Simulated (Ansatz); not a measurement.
## Relaxing vanadium (simple cubic)

Computed with DFT, RPBE, plane waves (420 eV) with PAW, scalar-relativistic in Ansatz 0.2.0. The PAW files were generated under PBE, with cores re-solved for the functional.

k-point mesh 13×13×13, Fermi-Dirac smearing 0.1 eV, no spin polarisation. Cell and atoms relax.

Starting structure:

```yaml
crystal:
  lattice:
    - [2.4625196618, 0.0, 0.0]
    - [0.0, 2.4625196618, 0.0]
    - [0.0, 0.0, 2.4625196618]
  atoms:
    - { symbol: V, position: [0.0, 0.0, 0.0] }
hamiltonian:
  xc: rpbe
  pseudopotentials:
    kind: paw
    azcp:
      V: "pseudopotentials/V.paw.azcp"
basis:
  ecutwfc: 420
  fft_grid_basis: typed
kpoints:
  mp_grid: { grid: [13, 13, 13], shift: [0, 0, 0] }
magnetization:
  spin_polarized: false
scf:
  occupations: { method: fermi_dirac, width: 0.1 }
relax:
  max_steps: 60
  f_tol: 0.01
  cell: {}
```

Q: The pressure at the start is 1.2 GPa. By how much does the volume change?

A: From 14.93 to 15.07 Å³ per atom, 0.9 %. The final cell has a = 2.470 Å.

Q: How much energy does the relaxation gain?

A: 0.5 meV per atom.
